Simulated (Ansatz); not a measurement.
# Si: the cost of one run

Method: DFT PBE, scalar-relativistic, plane waves, PAW, in Ansatz 0.2.0.

1 further run of the same task is left out (set aside as unsound or not needed).

### 1 The structure to begin with

Symmetry: P6/mmm, No. 191, hexagonal system. The conventional cell has a = 2.642 Å, b = 2.642 Å, c = 2.497 Å, α = 90.00°, β = 90.00°, γ = 120.00°. Around Si (site symmetry 6/mmm) lie 8 Si at 2.50 to 2.64 Å.

Coordinates:

```xyz
1
Lattice="2.6421 0.0000 0.0000 -1.3211 2.2881 0.0000 0.0000 0.0000 2.4969" Properties=species:S:1:pos:R:3 pbc="T T T"
Si    0.0000    0.0000    0.0000
```

It goes back to an entry of the Materials Project, which need not be the stable form.

This cell was relaxed beforehand with the same method: volume 15.10 Å³/atom, gap on the mesh none (metal).

### 2 Point at V/V0 = 0.97

input.yaml

```yaml
crystal:
  lattice:
    - [2.6154255522, 0.0, 0.0]
    - [-1.3077127761, 2.2650249699, 0.0]
    - [0.0, 0.0, 2.4716855358]
  atoms:
    - { symbol: Si, position: [0.0, 0.0, 0.0] }
basis:
  ecutwfc: 420
kpoints:
  mp_grid: { grid: [18, 18, 16] }
hamiltonian:
  xc: pbe
scf:
  occupations: { method: gaussian, width: 0.1 }
output:
  forces: true
  stress: true
  eigenvalues: true
  write_density: true
  write_potential: true
  elf: true
  volumetric_format: npy
relax:
  adjacent_minimum: "off"
  f_tol: 0.01
  max_steps: 30
  cell: { stress_tol: 0.1, fix: [volume] }
```

The run is started by

```
> ansatz run input.yaml --threads 1 --pin off --max-ram 2560MiB --backend cpu --events-out ev --progress --plain --runs-dir out
```

Q: Estimate wall time and peak memory on 1 thread of Intel Xeon at 2.70GHz, shared host.

About 11 s, with a peak of 0.35 GiB.
